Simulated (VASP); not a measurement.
# BN (Qingsongite) (F-43m) in VASP: a series of runs

The runs below take BN (Qingsongite) through relaxation of cell and atoms, relaxation of the atoms, with r2SCAN.

All numbers are computed with VASP 6.6.1; they aren't measurements. Logs are shortened: lines on timing, memory, paths and dates and some standing lists are left out, and cuts for length are marked.

## (1) Starting point

The structure is cubic, space group F-43m (No. 216). The conventional cell has a = 3.613 Å, b = 3.613 Å, c = 3.613 Å, α = 90.00°, β = 90.00°, γ = 90.00°. Around B (site symmetry -43m) lie 4 N at 1.56 Å. N (site symmetry -43m) is surrounded by 4 B at 1.56 Å.

## (2) Relaxation of cell and atoms, r2SCAN

Contents of INCAR:

```
  PREC = Accurate
  ENCUT = 600
  EDIFF = 1E-7
  ISMEAR = 0
  SIGMA = 0.03
  LREAL = False
  LASPH = True
  NELM = 80
  ALGO = Normal
  ISIF = 3
  LWAVE = False
  LCHARG = False
  METAGGA = R2SCAN
  LMIXTAU = True
  IBRION = 2
  NSW = 90
  EDIFFG = -0.005
```

Contents of KPOINTS:

```
regular mesh
0
Gamma
  14 14 14
```

Contents of POSCAR:

```
BN                                      
1.0
    0.0000000000      1.8066401993      1.8066401993
    1.8066401993     -0.0000000000      1.8066401993
    1.8066401993      1.8066401993      0.0000000000
  B               N             
     1     1
Direct
     0.0000000000000000    0.0000000000000000    0.0000000000000000
     0.2500000000000000    0.2500000000000000    0.2500000000000000
```

Potentials or basis: VASP PAW PBE potentials, release 64 (B, N).

Command:

```bash
cat potpaw_PBE.64/B/POTCAR potpaw_PBE.64/N/POTCAR > POTCAR
mpirun -np 1 vasp_std > vasp.out
```

OUTCAR:

```text
PREC = Accurate
   ENCUT = 600
   EDIFF = 1E-7
   ISMEAR = 0
   LREAL = False
   LASPH = True
   NELM = 80
   ISIF = 3
   METAGGA = R2SCAN
   IBRION = 2
   NSW = 90
   EDIFFG = -0.005

 ion  position               nearest neighbor table
   1  0.000  0.000  0.000-   2 1.56   2 1.56   2 1.56   2 1.56
   2  0.250  0.250  0.250-   1 1.56   1 1.56   1 1.56   1 1.56

  LATTYP: Found a face centered cubic cell.
 ALAT       =     3.6132803986

  Lattice vectors:

 A1 = (   0.0000000000,   1.8066401993,   1.8066401993)
 A2 = (   1.8066401993,   0.0000000000,   1.8066401993)
 A3 = (   1.8066401993,   1.8066401993,   0.0000000000)

Analysis of symmetry for initial positions (statically):
=====================================================================
 Subroutine PRICEL returns:
 Original cell was already a primitive cell.

 Routine SETGRP: Setting up the symmetry group for a
 face centered cubic supercell.

 Subroutine GETGRP returns: Found 24 space group operations
 (whereof 24 operations were pure point group operations)
 out of a pool of 48 trial point group operations.

The static configuration has the point symmetry T_d .

Analysis of symmetry for dynamics (positions and initial velocities):
=====================================================================
 Subroutine PRICEL returns:
 Original cell was already a primitive cell.

 Routine SETGRP: Setting up the symmetry group for a
 face centered cubic supercell.

 Subroutine GETGRP returns: Found 24 space group operations
 (whereof 24 operations were pure point group operations)
 out of a pool of 48 trial point group operations.

The dynamic configuration has the point symmetry T_d .

 Subroutine INISYM returns: Found 24 space group operations
 (whereof 24 operations are pure point group operations),
 and found     1 'primitive' translations

----------------------------------------------------------------------------------------

                                     Primitive cell

  volume of cell :      11.7936

  direct lattice vectors                    reciprocal lattice vectors
     0.000000000  1.806640199  1.806640199    -0.276756822  0.276756822  0.276756822
     1.806640199  0.000000000  1.806640199     0.276756822 -0.276756822  0.276756822
     1.806640199  1.806640199  0.000000000     0.276756822  0.276756822 -0.276756822

  length of vectors
     2.554975072  2.554975072  2.554975072     0.479356877  0.479356877  0.479356877

  position of ions in fractional coordinates (direct lattice)
     0.000000000  0.000000000  0.000000000
     0.250000000  0.250000000  0.250000000

  ion indices of the primitive-cell ions
   primitive index   ion index
                 1           1
                 2           2

----------------------------------------------------------------------------------------

 KPOINTS: regular mesh

Automatic generation of k-mesh.
 Grid dimensions read from file:
 generate k-points for:   14   14   14

 Generating k-lattice:

  Cartesian coordinates                     Fractional coordinates (reciprocal lattice)
    -0.019768344  0.019768344  0.019768344     0.071428571  0.000000000  0.000000000
     0.019768344 -0.019768344  0.019768344     0.000000000  0.071428571  0.000000000
     0.019768344  0.019768344 -0.019768344     0.000000000  0.000000000  0.071428571

  Length of vectors
     0.034239777  0.034239777  0.034239777

  Shift w.r.t. Gamma in fractional coordinates (k-lattice)
     0.000000000  0.000000000  0.000000000

 Subroutine IBZKPT returns following result:
 ===========================================

 Found    104 irreducible k-points:

 Following reciprocal coordinates:
            Coordinates               Weight
  0.000000  0.000000  0.000000      1.000000
  0.071429  0.000000  0.000000      8.000000
  0.142857  0.000000  0.000000      8.000000
  0.214286  0.000000  0.000000      8.000000
  0.285714  0.000000  0.000000      8.000000
  0.357143  0.000000  0.000000      8.000000
[... 16 lines left out ...]
  0.214286  0.142857  0.000000     24.000000
  0.285714  0.142857  0.000000     24.000000
 [... further k-points ...]
   k-points           NKPTS =    104   k-points in BZ     NKDIM =    104   number of bands    NBANDS=      8
   number of dos      NEDOS =    301   number of ions     NIONS =      2
   total plane-waves  NPLWV =   8000
   dimension x,y,z NGX =    20 NGY =   20 NGZ =   20
   dimension x,y,z NGXF=    40 NGYF=   40 NGZF=   40
   ions per type =               1   1
   NGX,Y,Z   is equivalent  to a cutoff of  13.01, 13.01, 13.01 a.u.
   NGXF,Y,Z  is equivalent  to a cutoff of  26.03, 26.03, 26.03 a.u.
 SYSTEM =  unknown system
   PREC   = accura    normal or accurate (medium, high low for compatibility)
   ISTART =      0    job   : 0-new  1-cont  2-samecut
   ICHARG =      2    charge: 1-file 2-atom 10-const
   ISPIN  =      1    spin polarized calculation?
   LNONCOLLINEAR =      F non collinear calculations
   LSORBIT =      F    spin-orbit coupling
   LASPH  =      T    aspherical Exc in radial PAW
   ENCUT  =  600.0 eV  44.10 Ry    6.64 a.u.   5.10  5.10  5.10*2*pi/ulx,y,z
   NELM   =     80;   NELMIN=  2; NELMDL= -5     # of ELM steps
   EDIFF  = 0.1E-06   stopping-criterion for ELM
   LREAL  =      F    real-space projection
   EDIFFG = -.5E-02   stopping-criterion for IOM
   NSW    =     90    number of steps for IOM
   IBRION =      2    ionic relax: 0-MD 1-quasi-New 2-CG
   NFREE  =      1    steps in history (QN), initial steepest desc. (CG)
   ISIF   =      3    stress and relaxation
   ISYM   =      2    0-nonsym 1-usesym 2-fastsym
   POTIM  = 0.5000    time-step for ionic-motion
   TEBEG  =    0.0;   TEEND  =   0.0 temperature during run
   PSTRESS=    0.0 pullay stress
   NELECT =       8.0000    total number of electrons
   NUPDOWN=      -1.0000    fix difference up-down
   EMIN   =  10.00;   EMAX   =-10.00  energy-range for DOS
   EFERMI =   0.00;   METHOD = LEGACY
   ISMEAR =     0;   SIGMA  =   0.03  broadening in eV -4-tet -1-fermi 0-gaus
   EFERMI_NEDOS =   21; number of points for ismear=-14 and -15
   IALGO  =     38    algorithm
   IMIX   =      4    mixing-type and parameters
     AMIX     =   0.40;   BMIX     =  1.00
     AMIX_MAG =   1.60;   BMIX_MAG =  1.00
  volume/ion in A,a.u.               =       5.90        39.79
  Fermi-wavevector in a.u.,A,eV,Ry     =   1.438434  2.718245 28.151696  2.069091
  Thomas-Fermi vector in A             =   2.557401
   LORBIT       =      0    0 simple, 1 ext, 2 COOP (PROOUT), +10 PAW based schemes
   METAGGA = R2SCAN    functional components
   LHFCALC =     F    Hartree Fock is set to
   AEXX    =    0.0000 exact exchange contribution
   IVDW    =     0    specifies the selected vdW correction
   LEPSILON=     F    determine dielectric tensor
   LRPA    =     F    only Hartree local field effects (RPA)
 conjugate gradient relaxation of ions
 non-spin polarized calculation
 Gauss-broadening in eV      SIGMA  =   0.03
  energy-cutoff  :      600.00
  volume of cell :       11.79
 maximum number of plane-waves:       411
   NGX = 11   NGY = 11   NGZ = 11

 number of electron       7.9999999 magnetization

 Free energy of the ion-electron system (eV)
  ---------------------------------------------------
  ext. energy  EPLUGINS =         0.00000000
  ---------------------------------------------------
  free energy    TOTEN  =       -19.17462420 eV

  energy without entropy =      -19.17462420  energy(sigma->0) =      -19.17462420

 E-fermi :   7.4453     XC(G=0): -13.6538

 val. band max:        7.2591760278   @ k =   0.0000   0.0000   0.0000
 cond. band min:      12.2376849239   @ k =   0.5000   0.5000   0.0000
 fundamental gap:      4.9785088960
 Fermi energy:         7.4453042980

 k-point     1 :       0.0000    0.0000    0.0000
  band No.  band energies     occupation
      1     -14.0485      2.00000
      2       7.2592      2.00000
      3       7.2592      2.00000
      4       7.2592      2.00000
      5      16.7925      0.00000
      6      16.7925      0.00000
      7      16.7925      0.00000
      8      18.3469      0.00000

 k-point     2 :       0.0714    0.0000    0.0000
  band No.  band energies     occupation
      1     -13.9196      2.00000
      2       6.5434      2.00000
      3       7.1202      2.00000
      4       7.1202      2.00000
      5      16.9696      0.00000
      6      17.0079      0.00000
      7      17.0079      0.00000
      8      18.7845      0.00000

 k-point     3 :       0.1429    0.0000    0.0000
  band No.  band energies     occupation
      1     -13.5369      2.00000
      2       4.8050      2.00000
      3       6.7633      2.00000
      4       6.7633      2.00000
      5      17.2434      0.00000
      6      17.5436      0.00000
      7      17.5436      0.00000
      8      19.9209      0.00000

 k-point     4 :       0.2143    0.0000    0.0000
  band No.  band energies     occupation
      1     -12.9135      2.00000
      2       2.6486      2.00000
      3       6.3135      2.00000
      4       6.3135      2.00000
      5      17.4935      0.00000
      6      18.1427      0.00000
      7      18.1427      0.00000
      8      21.2276      0.00000

 k-point     5 :       0.2857    0.0000    0.0000
  band No.  band energies     occupation
      1     -12.0794      2.00000
      2       0.4382      2.00000
      3       5.8807      2.00000
      4       5.8807      2.00000
      5      17.7215      0.00000
      6      18.5627      0.00000
      7      18.5627      0.00000
      8      22.3288      0.00000
[... 177 lines left out ...]
 k-point    22 :       0.1429    0.1429    0.0000
  band No.  band energies     occupation
      1     -13.3672      2.00000
      2       5.5790      2.00000
      3       5.8298      2.00000
      4       5.8298      2.00000
      5      15.9317      0.00000
      6      18.8278      0.00000
      7      18.8278      0.00000
      8      19.7627      0.00000

 k-point    23 :       0.2143    0.1429    0.0000
  band No.  band energies     occupation
      1     -12.9091      2.00000
      2       3.9784      2.00000
      3       5.2792      2.00000
      4       5.6810      2.00000
      5      15.8611      0.00000
      6      19.3967      0.00000
      7      19.6727      0.00000
      8      20.3934      0.00000

 k-point    24 :       0.2857    0.1429    0.0000
  band No.  band energies     occupation
      1     -12.2231      2.00000
      2       1.9859      2.00000
      3       4.8246      2.00000
      4       5.3170      2.00000
      5      16.1896      0.00000
      6      19.7442      0.00000
      7      20.3126      0.00000
      8      20.9654      0.00000

 [... further k-points ...]

------------------------ aborting loop because EDIFF is reached ----------------------------------------

  FORCE on cell =-STRESS in cart. coord.  units (eV):
  Direction    XX          YY          ZZ          XY          YZ          ZX
  --------------------------------------------------------------------------------------
  -------------------------------------------------------------------------------------
  Total        0.0015835      0.0015835      0.0015835      0.0000000      0.0000000      0.0000000
  in kB        0.2151231      0.2151231      0.2151231      0.0000000      0.0000000      0.0000000
  external PRESSURE =       0.2151231 kB  Pullay stress =       0.0000000 kB

 VOLUME and BASIS-vectors are now :
 -----------------------------------------------------------------------------
  energy-cutoff  :      600.00
  volume of cell :       11.79
      direct lattice vectors                 reciprocal lattice vectors
     0.000000000  1.806640199  1.806640199    -0.276756822  0.276756822  0.276756822
     1.806640199  0.000000000  1.806640199     0.276756822 -0.276756822  0.276756822
     1.806640199  1.806640199  0.000000000     0.276756822  0.276756822 -0.276756822

 POSITION                                       TOTAL-FORCE (eV/Angst)
 -----------------------------------------------------------------------------------
      0.00000      0.00000      0.00000        -0.000000      0.000000     -0.000000
      0.90332      0.90332      0.90332         0.000000     -0.000000      0.000000
 -----------------------------------------------------------------------------------
    total drift:                                0.000000      0.000000      0.000000

  FREE ENERGIE OF THE ION-ELECTRON SYSTEM (eV)
  ---------------------------------------------------
  free  energy   TOTEN  =       -19.1746242033 eV

  energy  without entropy=      -19.1746242033  energy(sigma->0) =      -19.17462420

 reached required accuracy - stopping structural energy minimisation
```

Run time: 37 s. Hardware: 1 thread of AMD EPYC 9R45 (Zen 5), shared host; peak memory 0.1 GiB.

Results:

```yaml
Free_energy: -19.1746 eV
Pressure_after_relaxing: 0.0 GPa
Band_gap_on_the_k_mesh: 4.98 eV, indirect (least direct gap 9.53 eV)
```

Final structure:
```cif
data_structure
_symmetry_space_group_name_H-M 'P 1'
_symmetry_Int_Tables_number 1
_cell_length_a 2.5550
_cell_length_b 2.5550
_cell_length_c 2.5550
_cell_angle_alpha 60.000
_cell_angle_beta 60.000
_cell_angle_gamma 60.000
_cell_volume 11.79
loop_
_atom_site_label
_atom_site_type_symbol
_atom_site_fract_x
_atom_site_fract_y
_atom_site_fract_z
_atom_site_occupancy
B1 B 0.00000 0.00000 0.00000 1
N1 N 0.25000 0.25000 0.25000 1
```

Levels at points of the mesh, in eV from the valence-band top:
```tsv
k point	band 2	band 3	band 4	band 5	band 6	band 7
(0.00, 0.00, 0.00)	0.00	0.00	0.00	9.53	9.53	9.53
(0.50, 0.00, 0.00)	-11.10	-2.02	-2.02	10.81	11.48	11.48
(0.50, 0.50, 0.00)	-9.33	-5.10	-5.10	4.98	9.82	19.28
```

Caveat: the relaxation stopped at its first step, so nothing moved; the PAW data sets were made with another functional, which shifts forces and pressure a little. r2SCAN opens gaps a little over a GGA but as a rule still falls short of measured ones.

## (3) Relaxation of the atoms, r2SCAN (a relaxed cell with its volume scaled by 0.94)

INCAR, as its differences from that of step 2:

```diff
@@ -9,3 +9,3 @@
   ALGO = Normal
-  ISIF = 3
+  ISIF = 2
   LWAVE = False
@@ -15,3 +15,3 @@
   IBRION = 2
-  NSW = 90
-  EDIFFG = -0.005
+  NSW = 40
+  EDIFFG = -0.01
```

KPOINTS is that of step 2.

Contents of POSCAR:

```
BN                                      
1.0
    0.0000000000      1.7697596427      1.7697596427
    1.7697596427      0.0000000000      1.7697596427
    1.7697596427      1.7697596427      0.0000000000
  B               N             
     1     1
Direct
     0.0000000000000000    0.0000000000000000    0.0000000000000000
     0.2500000000000000    0.2500000000000000    0.2500000000000000
```

Potentials or basis: VASP PAW PBE potentials, release 64 (B, N).

Command:

```bash
cat potpaw_PBE.64/B/POTCAR potpaw_PBE.64/N/POTCAR > POTCAR
mpirun -np 1 vasp_std > vasp.out
```

Wall time 38 s (1 thread of AMD EPYC 9R45 (Zen 5), shared host); peak memory 0.09 GiB.

It converged, with:

```yaml
Free_energy: -19.1160 eV
Pressure_after_relaxing: 27.1 GPa
Band_gap_on_the_k_mesh: 5.05 eV, indirect (least direct gap 9.84 eV)
```

Final structure:
```cif
data_structure
_symmetry_space_group_name_H-M 'P 1'
_symmetry_Int_Tables_number 1
_cell_length_a 2.5028
_cell_length_b 2.5028
_cell_length_c 2.5028
_cell_angle_alpha 60.000
_cell_angle_beta 60.000
_cell_angle_gamma 60.000
_cell_volume 11.09
loop_
_atom_site_label
_atom_site_type_symbol
_atom_site_fract_x
_atom_site_fract_y
_atom_site_fract_z
_atom_site_occupancy
B1 B 0.00000 0.00000 0.00000 1
N1 N 0.25000 0.25000 0.25000 1
```

Levels at points of the mesh, in eV from the valence-band top:
```tsv
k point	band 1	band 2	band 3	band 4	band 5	band 6	band 7	band 8
(0.00, 0.00, 0.00)	-22.05	0.00	0.00	0.00	9.84	9.84	9.84	12.17
(0.50, 0.00, 0.00)	-17.44	-11.69	-2.14	-2.14	11.66	11.82	11.82	17.09
(0.50, 0.50, 0.00)	-15.93	-9.75	-5.43	-5.43	5.05	10.19	20.29	20.29
```

Caveat: the relaxation stopped at its first step, so nothing moved; the PAW data sets were made with another functional, which shifts forces and pressure a little. A k mesh can miss the band edges.
